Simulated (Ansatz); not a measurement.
# Does disorder add resistance in series? Al(111) layers with 50 % Ru

Two lengths of the disordered region are known. What area resistance does the third give?

Set-up. Ansatz 0.2.0, plane waves with PAW datasets at their recommended cutoffs (420 eV for most), Fermi-Dirac smearing; ballistic transmission by layer matching. The area resistance is RA = A (h/2e²)(1/T − 1/N), with T the zone-mean transmission per spin and N the lead's channels, both averaged over a few energies near the Fermi level; for magnets each spin is taken apart, with h/e², and the two conduct in parallel. Lateral cell 2x2, PBE, a fresh random draw for each length.

The runs, with one result withheld:

```tsv
length (Å)	channels N	RA (fΩ m²)
9.35	5.463	1.33
18.7	5.490	3.08
28.0	5.477	?
```

Worked fit:

Ohm's law makes RA linear in the length: the slope is (3.08 − 1.33)/(18.7 − 9.35) = 0.188 fΩ m² per Å, or 188 µΩ cm. Then 3.08 + 0.188 × 9.35. Predicted: 4.84 fΩ m².

What the run gave:

4.01 fΩ m², so the prediction is 21 % too high. The three lengths together give 144 µΩ cm. Single draws scatter; these runs don't part the causes of the miss, and leave the question open.

Caveats: The scatterers repeat sideways with the small cell. The slope is a raw one; a model of isotropic scattering puts it 1.00 times the bulk value over these lengths. Atoms sit unrelaxed on the host's lattice, and the pair may not mix at random in practice.

[Logs are printed without paths, hosts, clocks, repeated set-up lines and the standing remarks that a program may print on its own settings, such as how far it seeks lower states.]
